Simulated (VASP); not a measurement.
PbF2: single point with LDA

The system is PbF2.

```
Pb F
1.0
     0.00000    2.88075    2.88075
     2.96985   -0.08910    2.96985
     2.96985    2.96985   -0.08910
Pb F
1 2
Cartesian
  0.0000 0.0000 0.0000
  1.4849 1.4404 1.4404
  4.4548 4.3211 4.3211
```

The cell isn't the ideal one: strain -0.0600 x Voigt [0, 0, 0, 1, 0, 0], atoms carried along.

```json
{
 "Program": "VASP 6.6.1",
 "Task": "single point",
 "Functional": "LDA",
 "Potentials or basis": "VASP PAW LDA potentials, release 64 (Pb_d, F)",
 "Cutoff": "520 eV",
 "k mesh": "8 × 8 × 8",
 "Occupations": "gaussian, width 0.05 eV",
 "Spin": "no spin polarisation",
 "Dipole correction": "no",
 "Further INCAR settings": "ALGO = Normal; EDIFF = 1e-07; NBANDS = 21"
}
```

```yaml
Pressure: -4.6 GPa
Largest_force: 0.116 eV/Å
Band_gap_on_the_k_mesh: 4.17 eV, indirect (least direct gap 4.35 eV)
```

Forces on the atoms (eV/Å):
```
Pb   0.000  0.000  0.000
F    0.116  0.000  0.000
F   -0.116  0.000  0.000
```

Stress tensor (GPa, compression positive):
```
-4.60  0.00  0.00
 0.00 -4.60  1.71
 0.00  1.71 -4.60
```

Levels at points of the mesh, in eV from the valence-band top:
```csv
k point,band 11,band 12,band 13,band 14,band 15,band 16,band 17,band 18
"(0.00, 0.00, 0.00)",-2.46,-2.12,-2.02,-1.91,6.13,6.54,6.94,10.20
"(0.50, 0.00, 0.00)",-2.70,-2.20,-2.19,0.00,4.94,7.13,7.59,12.71
"(0.00, 0.50, 0.00)",-2.67,-2.19,-2.17,-0.11,4.62,7.31,7.78,12.82
"(0.50, 0.50, 0.00)",-1.60,-1.59,-1.59,-0.18,4.17,7.66,7.70,8.52
"(0.00, 0.50, 0.50)",-1.62,-1.59,-1.55,-0.19,4.19,7.33,8.04,8.51
```

Run time: 98 s on 1 thread of Intel(R) Xeon(R) Platinum 8488C (Sapphire Rapids), with other jobs on the host, peak memory 0.21 GiB.

Caveat: spin-orbit coupling is left out, which as a rule narrows the gap of such compounds by several tenths of an eV. A k mesh can miss the band edges.
